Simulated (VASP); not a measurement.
# Sb (R-3m) in VASP: a series of runs

The runs below take Sb through relaxation of cell and atoms, with PBE, LDA.

Everything below comes from runs of VASP 6.6.1. Logs are shortened: lines on timing, memory, paths and dates and some standing lists are left out, and cuts for length are marked.

### 1 The structure

It takes space group R-3m (No. 166, trigonal). The conventional cell has a = 4.308 Å, b = 4.308 Å, c = 11.274 Å, α = 90.00°, β = 90.00°, γ = 120.00°. Sb (site symmetry 3m) is surrounded by 3 Sb at 2.91 Å.

### 2 Relaxation of cell and atoms, PBE, target pressure 6.5 GPa, at which the enthalpy is minimised

File INCAR:

```
SYSTEM = Sb
PREC = Accurate ; ENCUT = 600
EDIFF = 1E-6 ; ISMEAR = 1
SIGMA = 0.1 ; LREAL = .False.
LASPH = .True. ; NELM = 80
ALGO = Normal ; ISIF = 3
LWAVE = .False. ; LCHARG = .False.
GGA = PE ; IBRION = 2
NSW = 90 ; EDIFFG = -0.01
PSTRESS = 65.0 ; KPAR = 2
```

File KPOINTS:

```
regular mesh
0
Gamma
  10 10 10
  0 0 0
```

File POSCAR:

```
Sb
1.0
    2.1542000000      1.2437279499      3.7580000000
   -2.1542000000      1.2437279499      3.7580000000
    0.0000000000     -2.4874558998      3.7580000000
Sb
2
Direct
    0.2334900000      0.2334900000      0.2334900000
    0.7665100000      0.7665100000      0.7665100000
```

Potentials or basis: VASP PAW PBE potentials, release 64 (Sb).

On the command line:

```
$ cat potpaw_PBE.64/Sb/POTCAR > POTCAR
$ mpirun -np 2 vasp_std > vasp.out
```

OUTCAR:

```text
SYSTEM = Sb
   PREC = Accurate
   ENCUT = 600
   EDIFF = 1E-6
   ISMEAR = 1
   LREAL = .False.
   LASPH = .True.
   NELM = 80
   ISIF = 3
   GGA = PE
   IBRION = 2
   NSW = 90
   EDIFFG = -0.01
   PSTRESS = 65.0

 ion  position               nearest neighbor table
   1  0.233  0.233  0.233-   2 2.91   2 2.91   2 2.91   2 3.35   2 3.35   2 3.35
   2  0.767  0.767  0.767-   1 2.91   1 2.91   1 2.91   1 3.35   1 3.35   1 3.35

  LATTYP: Found a trigonal (rhomboedric) cell.
 ALAT       =     4.5066618304
 COS(alpha) =     0.5430253624

  Lattice vectors:

 A1 = (   2.1542000000,   1.2437279499,   3.7580000000)
 A2 = (  -2.1542000000,   1.2437279499,   3.7580000000)
 A3 = (   0.0000000000,  -2.4874558998,   3.7580000000)

Analysis of symmetry for initial positions (statically):
=====================================================================
 Subroutine PRICEL returns:
 Original cell was already a primitive cell.

 Routine SETGRP: Setting up the symmetry group for a
 trigonal (rhombohedral) supercell.

 Subroutine GETGRP returns: Found 12 space group operations
 (whereof 12 operations were pure point group operations)
 out of a pool of 12 trial point group operations.

The static configuration has the point symmetry D_3d.

Analysis of symmetry for dynamics (positions and initial velocities):
=====================================================================
 Subroutine PRICEL returns:
 Original cell was already a primitive cell.

 Routine SETGRP: Setting up the symmetry group for a
 trigonal (rhombohedral) supercell.

 Subroutine GETGRP returns: Found 12 space group operations
 (whereof 12 operations were pure point group operations)
 out of a pool of 12 trial point group operations.

The dynamic configuration has the point symmetry D_3d.

 Subroutine INISYM returns: Found 12 space group operations
 (whereof 12 operations are pure point group operations),
 and found     1 'primitive' translations

----------------------------------------------------------------------------------------

                                     Primitive cell

  volume of cell :      60.4115

  direct lattice vectors                    reciprocal lattice vectors
     2.154200000  1.243727950  3.758000000     0.232104726  0.134005726  0.088699663
    -2.154200000  1.243727950  3.758000000    -0.232104726  0.134005726  0.088699663
     0.000000000 -2.487455900  3.758000000     0.000000000 -0.268011452  0.088699663

  length of vectors
     4.506661830  4.506661830  4.506661830     0.282307932  0.282307932  0.282307932

[... 109 lines left out ...]
   LEPSILON=     F    determine dielectric tensor
   LRPA    =     F    only Hartree local field effects (RPA)
 conjugate gradient relaxation of ions
 non-spin polarized calculation
 Methfessel and Paxton  Order N= 1 SIGMA  =   0.10
  energy-cutoff  :      600.00
  volume of cell :       60.41
 maximum number of plane-waves:      2036
   NGX = 17   NGY = 17   NGZ = 17

--------------------------------------- Ionic step        1  -------------------------------------------

 number of electron      10.0000000 magnetization

 Free energy of the ion-electron system (eV)
  ---------------------------------------------------
  ext. energy  EPLUGINS =         0.00000000
  ---------------------------------------------------
  free energy    TOTEN  =        -8.25296810 eV

  energy without entropy =       -8.25298583  energy(sigma->0) =       -8.25297401

------------------------ aborting loop because EDIFF is reached ----------------------------------------

  FORCE on cell =-STRESS in cart. coord.  units (eV):
  Direction    XX          YY          ZZ          XY          YZ          ZX
  --------------------------------------------------------------------------------------
  -------------------------------------------------------------------------------------
  Total        1.1281318      1.1281318      0.9059810      0.0000000      0.0000000      0.0000000
  in kB       29.9192695     29.9192695     24.0275897      0.0000000      0.0000000      0.0000000
  external PRESSURE =     -37.0446238 kB  Pullay stress =      65.0000000 kB
[... 97 lines left out ...]
  energy  without entropy=       -8.1572366536  energy(sigma->0) =       -8.15718387

  enthalpy is  TOTEN    =        -5.8457633613 eV   P V=        2.3113941166

[... ionic steps 4 to 10 ...]

--------------------------------------- Ionic step       11  -------------------------------------------

 number of electron      10.0000000 magnetization

------------------------ aborting loop because EDIFF is reached ----------------------------------------
[... 71 lines left out ...]
--------------------------------------- Ionic step       13  -------------------------------------------

 number of electron      10.0000000 magnetization

 Free energy of the ion-electron system (eV)
  ---------------------------------------------------
  ext. energy  EPLUGINS =         0.00000000
  ---------------------------------------------------
  free energy    TOTEN  =        -8.14089854 eV

  energy without entropy =       -8.14053282  energy(sigma->0) =       -8.14077663

 E-fermi :   8.1614     XC(G=0):  -9.8990

 val. band max:        8.1513365788   @ k =   0.4000   0.1000   0.1000
 cond. band min:       8.1755172485   @ k =   0.5000  -0.0000  -0.0000
 fundamental gap:      0.0241806697
 Fermi energy:         8.1613507800

 k-point     1 :       0.0000    0.0000    0.0000
  band No.  band energies     occupation
      1      -4.9562      2.00000
      2       3.9581      2.00000
      3       6.2394      2.00000
      4       6.2786      2.00000
      5       6.2786      2.00000
      6      10.9804      0.00000
      7      11.3214      0.00000
      8      11.3214      0.00000
      9      12.9667      0.00000
[... 265 lines left out ...]
 k-point    24 :       0.4000    0.3000   -0.0000
  band No.  band energies     occupation
      1      -3.1211      2.00000
      2       0.6551      2.00000
      3       3.6650      2.00000
      4       4.6532      2.00000
      5       4.8005      2.00000
      6      10.4068      0.00000
      7      12.6379      0.00000
      8      12.6677      0.00000
      9      13.2383      0.00000

 [... further k-points ...]

------------------------ aborting loop because EDIFF is reached ----------------------------------------

  FORCE on cell =-STRESS in cart. coord.  units (eV):
  Direction    XX          YY          ZZ          XY          YZ          ZX
  --------------------------------------------------------------------------------------
  -------------------------------------------------------------------------------------
  Total        2.2787699      2.2787699      2.2620501      0.0000000     -0.0000000     -0.0000000
  in kB       65.4636180     65.4636180     64.9832993      0.0000000     -0.0000000     -0.0000000
  external PRESSURE =       0.3035118 kB  Pullay stress =      65.0000000 kB
[... 21 lines left out ...]
  energy  without entropy=       -8.1405328229  energy(sigma->0) =       -8.14077663

  enthalpy is  TOTEN    =        -5.8782670595 eV   P V=        2.2626314808

 reached required accuracy - stopping structural energy minimisation
```

Run time: 1.8 min. Hardware: 2 MPI ranks of Intel Xeon 6975P-C (Granite Rapids), shared host; peak memory 0.25 GiB.

What came out:

```
Free energy                                            : -8.1409 eV
Relaxed volume                                         : 27.89 Å³/atom
Relaxed cell                                           : a = 4.315 Å, b = 4.315 Å, c = 4.315 Å, α = 59.20°, β = 59.20°, γ = 59.20°
Space group after relaxing (to 0.05 Å)                 : R-3m (No. 166)
Energy change on relaxing (the enthalpy is what falls) : +56.0 meV/atom
Ionic steps                                            : 13
Pressure after relaxing                                : 6.5 GPa
Largest force after relaxing                           : 0.009 eV/Å
Band gap on the k mesh                                 : none (metal or under the smearing width)
```

Forces in eV/Å, atoms in the order of the input:
```
Sb   0.000  0.000  0.009
Sb   0.000  0.000 -0.009
```

Step by step:
```
step  energy change (eV)  largest force (eV/Å)  pressure (GPa)  volume (Å³)
   1              0.0000                0.2274            2.80        60.41
   2              0.2219                0.7086           10.54        54.51
   3              0.0958                0.4948            6.83        56.97
   4              0.0975                0.2743            6.78        56.44
   5              0.1227                0.0055            6.92        55.56
   6              0.0931                0.0480            5.87        56.27
   7              0.1043                0.0328            6.28        55.98
   8              0.1071                0.0014            6.40        55.90
   9              0.1084                0.0142            6.45        55.86
  10              0.1085                0.0149            6.45        55.86
  11              0.1119                0.0151            6.55        55.78
  12              0.1120                0.0150            6.55        55.77
  13              0.1121                0.0094            6.53        55.77
```

Final structure:
```cif
data_structure
_symmetry_space_group_name_H-M 'P 1'
_symmetry_Int_Tables_number 1
_cell_length_a 4.3151
_cell_length_b 4.3151
_cell_length_c 4.3151
_cell_angle_alpha 59.195
_cell_angle_beta 59.195
_cell_angle_gamma 59.195
_cell_volume 55.77
loop_
_atom_site_label
_atom_site_type_symbol
_atom_site_fract_x
_atom_site_fract_y
_atom_site_fract_z
_atom_site_occupancy
Sb1 Sb 0.23967 0.23967 0.23967 1
Sb2 Sb 0.76033 0.76033 0.76033 1
```

Caveat: the cell is relaxed towards a set pressure, so the enthalpy falls and the energy may rise. The run has no spin-orbit coupling, so splittings on Sb are missing.

### 3 Relaxation of cell and atoms, PBE, target pressure 6.5 GPa, at which the enthalpy is minimised

This run uses another cell than the first one, of 27.89 Å³/atom, 0.923 times its volume.

File INCAR:

```
SYSTEM = Sb
PREC = Accurate ; ENCUT = 600
EDIFF = 1E-7 ; ISMEAR = 1
SIGMA = 0.1 ; LREAL = .False.
LASPH = .True. ; NELM = 80
ALGO = Normal ; ISIF = 3
LWAVE = .False. ; LCHARG = .False.
GGA = PE ; IBRION = 2
NSW = 90 ; EDIFFG = -0.005
PSTRESS = 65.0 ; KPAR = 2
```

KPOINTS is that of step 2.

File POSCAR:

```
Sb                                      
1.0
    2.1312395111      1.2304717055      3.5445075857
   -2.1312395111      1.2304717055      3.5445075857
    0.0000000000     -2.4609434109      3.5445075857
  Sb            
     2
Direct
     0.2396690918063066    0.2396690918063066    0.2396690918063066
     0.7603309081936934    0.7603309081936934    0.7603309081936934
```

Potentials or basis: VASP PAW PBE potentials, release 64 (Sb).

On the command line:

```
$ cat potpaw_PBE.64/Sb/POTCAR > POTCAR
$ mpirun -np 2 vasp_std > vasp.out
```

OUTCAR:

```text
SYSTEM = Sb
   PREC = Accurate
   ENCUT = 600
   EDIFF = 1E-7
   ISMEAR = 1
   LREAL = .False.
   LASPH = .True.
   NELM = 80
   ISIF = 3
   GGA = PE
   IBRION = 2
   NSW = 90
   EDIFFG = -0.005
   PSTRESS = 65.0

 ion  position               nearest neighbor table
   1  0.240  0.240  0.240-   2 2.91   2 2.91   2 2.91   2 3.17   2 3.17   2 3.17
   2  0.760  0.760  0.760-   1 2.91   1 2.91   1 2.91   1 3.17   1 3.17   1 3.17

  LATTYP: Found a trigonal (rhomboedric) cell.
 ALAT       =     4.3150639041
 COS(alpha) =     0.5121120971

  Lattice vectors:

 A1 = (   2.1312395111,   1.2304717055,   3.5445075857)
 A2 = (  -2.1312395111,   1.2304717055,   3.5445075857)
 A3 = (   0.0000000000,  -2.4609434109,   3.5445075857)

Analysis of symmetry for initial positions (statically):
=====================================================================
 Subroutine PRICEL returns:
[... 378 lines left out ...]
 fundamental gap:      0.0121315882
 Fermi energy:         8.1611518486

 k-point     1 :       0.0000    0.0000    0.0000
  band No.  band energies     occupation
      1      -4.9518      2.00000
      2       3.9672      2.00000
      3       6.2570      2.00000
      4       6.2785      2.00000
      5       6.2785      2.00000
      6      11.0021      0.00000
      7      11.3349      0.00000
      8      11.3349      0.00000
      9      12.9602      0.00000
[... 265 lines left out ...]
 k-point    24 :       0.4000    0.3000    0.0000
  band No.  band energies     occupation
      1      -3.1152      2.00000
      2       0.6616      2.00000
      3       3.6719      2.00000
      4       4.6607      2.00000
      5       4.7994      2.00000
      6      10.4160      0.00000
      7      12.6520      0.00000
      8      12.6677      0.00000
      9      13.2473      0.00000

 [... further k-points ...]

------------------------ aborting loop because EDIFF is reached ----------------------------------------

  FORCE on cell =-STRESS in cart. coord.  units (eV):
  Direction    XX          YY          ZZ          XY          YZ          ZX
  --------------------------------------------------------------------------------------
  -------------------------------------------------------------------------------------
  Total        2.2652063      2.2652063      2.2675100      0.0000000      0.0000000      0.0000000
  in kB       65.1088453     65.1088453     65.1750615      0.0000000      0.0000000      0.0000000
  external PRESSURE =       0.1309173 kB  Pullay stress =      65.0000000 kB
[... 21 lines left out ...]
  energy  without entropy=       -8.1392881019  energy(sigma->0) =       -8.13949385

  enthalpy is  TOTEN    =        -5.8781772812 eV   P V=        2.2614194400

 reached required accuracy - stopping structural energy minimisation
```

OSZICAR:

```text
N       E                     dE             d eps       ncg     rms          rms(c)
DAV:   1     0.438226741868E+02    0.43823E+02   -0.40645E+03  2088   0.988E+02
DAV:   2    -0.627660181380E+01   -0.50099E+02   -0.49084E+02  3001   0.134E+02
[... 32 lines left out ...]
DAV:   4    -0.814153053446E+01   -0.17208E-07   -0.32880E-08  1110   0.168E-03
   5 F= -.58781665E+01 E0= -.58780506E+01  d E =-.870492E-05
       N       E                     dE             d eps       ncg     rms          rms(c)
DAV:   1    -0.813960405257E+01    0.19265E-02   -0.25213E-03  2279   0.297E-01    0.173E-02
DAV:   2    -0.813960122002E+01    0.28326E-05   -0.67599E-05  2202   0.666E-02    0.121E-02
DAV:   3    -0.813959667866E+01    0.45414E-05   -0.14264E-05  2320   0.220E-02    0.268E-03
DAV:   4    -0.813959672123E+01   -0.42567E-07   -0.32398E-07  2291   0.504E-03
   6 F= -.58781773E+01 E0= -.58780744E+01  d E =-.194482E-04
```

CONTCAR:

```text
Sb
   1.00000000000000
     2.1322776950491389    1.2310711013119617    3.5391599931618152
    -2.1322776950491389    1.2310711013119617    3.5391599931618152
     0.0000000000000000   -2.4621422024891237    3.5391599931497506
  Sb
     2
Direct
     0.2398506349710219    0.2398506349710219    0.2398506349710224
     0.7601493650289781    0.7601493650289781    0.7601493650289778

  0.00000000E+00  0.00000000E+00  0.00000000E+00
  0.00000000E+00  0.00000000E+00  0.00000000E+00
```

Run time: 51 s. Hardware: 2 MPI ranks of Intel Xeon 6975P-C (Granite Rapids), shared host; peak memory 0.23 GiB.

What came out:

```
Free energy                                            : -8.1396 eV
Relaxed volume                                         : 27.87 Å³/atom
Relaxed cell                                           : a = 4.311 Å, b = 4.311 Å, c = 4.311 Å, α = 59.28°, β = 59.28°, γ = 59.28°
Space group after relaxing (to 0.05 Å)                 : R-3m (No. 166)
Energy change on relaxing (the enthalpy is what falls) : +0.6 meV/atom
Ionic steps                                            : 6
Pressure after relaxing                                : 6.5 GPa
Band gap on the k mesh                                 : none (metal or under the smearing width)
```

The path:
| step | energy change (eV) | largest force (eV/Å) | pressure (GPa) | volume (Å³) |
| --- | --- | --- | --- | --- |
| 1 | 0.0000 | 0.0095 | 6.53 | 55.77 |
| 2 | -0.0018 | 0.0034 | 6.46 | 55.82 |
| 3 | -0.0012 | 0.0054 | 6.48 | 55.80 |
| 4 | -0.0014 | 0.0048 | 6.48 | 55.81 |
| 5 | -0.0007 | 0.0040 | 6.48 | 55.79 |
| 6 | 0.0012 | 0.0016 | 6.51 | 55.74 |

Final structure:
```xyz
2
Lattice="2.1323 1.2311 3.5392 -2.1323 1.2311 3.5392 0.0000 -2.4621 3.5392" Properties=species:S:1:pos:R:3 pbc="T T T"
Sb    0.0000    0.0000    2.5466
Sb    0.0000    0.0000    8.0709
```

Levels at points of the mesh, in eV from the Fermi level:
```tsv
k point	band 1	band 2	band 3	band 4	band 5	band 6	band 7	band 8	band 9
(0.00, 0.00, 0.00)	-13.11	-4.19	-1.90	-1.88	-1.88	2.84	3.17	3.17	4.80
(0.50, 0.00, 0.00)	-10.45	-10.00	-1.52	-1.30	-0.37	0.00	0.06	0.39	8.46
(0.50, 0.50, 0.00)	-10.44	-7.70	-5.99	-3.97	-3.96	1.63	5.58	5.77	7.92
(0.50, 0.50, 0.50)	-10.92	-9.56	-1.17	-1.17	-0.29	-0.29	-0.21	0.84	8.00
```

Caveat: the cell is relaxed towards a set pressure, so the enthalpy falls and the energy may rise.

### 4 Relaxation of cell and atoms, LDA, target pressure 1 GPa, at which the enthalpy is minimised

File INCAR:

```
SYSTEM = Sb
PREC = Accurate
ENCUT = 600
EDIFF = 1E-6
ISMEAR = 1
SIGMA = 0.1
LREAL = .False.
LASPH = .True.
NELM = 80
ALGO = Normal
ISIF = 3
LWAVE = .False.
LCHARG = .False.
IBRION = 2
NSW = 90
EDIFFG = -0.01
PSTRESS = 10.0
```

File KPOINTS:

```
Automatic mesh
0
Gamma
  10 10 10
  0 0 0
```

File POSCAR:

```
Sb
1.0
    2.1542000000      1.2437279499      3.7580000000
   -2.1542000000      1.2437279499      3.7580000000
    0.0000000000     -2.4874558998      3.7580000000
Sb
2
Direct
    0.2334900000      0.2334900000      0.2334900000
    0.7665100000      0.7665100000      0.7665100000
```

Potentials or basis: VASP PAW LDA potentials, release 64 (Sb).

On the command line:

```
$ cat potpaw_LDA.64/Sb/POTCAR > POTCAR
$ mpirun -np 1 vasp_std > vasp.out
```

Wall time 93 s (1 thread of Intel Xeon 6975P-C (Granite Rapids), shared host); peak memory 0.22 GiB.

Results (log left out):

```yaml
Free_energy: -9.6279 eV
Relaxed_volume: 28.73 Å³/atom
Relaxed_cell: a = 4.383 Å, b = 4.383 Å, c = 4.383 Å, α = 58.46°, β = 58.46°, γ = 58.46°
Space_group_after_relaxing_to_0.05_Å: R-3m (No. 166)
Energy_change_on_relaxing_the_enthalpy_is_what_falls: -3.6 meV/atom
Ionic_steps: 9
Pressure_after_relaxing: 1.0 GPa
Band_gap_on_the_k_mesh: none (metal or under the smearing width)
```

The path:
```csv
step,energy change (eV),largest force (eV/Å),pressure (GPa),volume (Å³)
1,0.0000,0.1054,-0.91,60.41
2,0.0088,0.3418,2.30,57.32
3,-0.0004,0.2647,1.20,58.29
4,-0.0049,0.1669,1.17,57.94
5,-0.0046,0.0318,1.26,57.12
6,-0.0056,0.0030,1.23,57.25
7,-0.0085,0.0266,0.69,57.71
8,-0.0073,0.0152,0.95,57.48
9,-0.0072,0.0014,0.98,57.46
```

Final structure:
```yaml
crystal:
  lattice:
    - [2.14061, 1.23588, 3.62014]
    - [-2.14061, 1.23588, 3.62014]
    - [0.00000, -2.47176, 3.62014]
  atoms:
    - { symbol: Sb, position: [0.23719, 0.23719, 0.23719] }
    - { symbol: Sb, position: [0.76281, 0.76281, 0.76281] }
```

Levels at points of the mesh, in eV from the Fermi level:
```csv
k point,band 3,band 4,band 5,band 6,band 7,band 8
"(0.00, 0.00, 0.00)",-1.92,-1.79,-1.79,2.55,3.00,3.00
"(0.50, 0.00, 0.00)",-1.64,-1.46,-0.26,-0.06,0.26,0.32
"(0.50, 0.50, 0.00)",-5.71,-3.82,-3.78,1.65,5.31,5.65
"(0.50, 0.50, 0.50)",-1.17,-1.17,-0.33,-0.06,-0.06,1.00
```

Caveat: the cell is relaxed towards a set pressure, so the enthalpy falls and the energy may rise.

(Continued in part 2 of 2.)
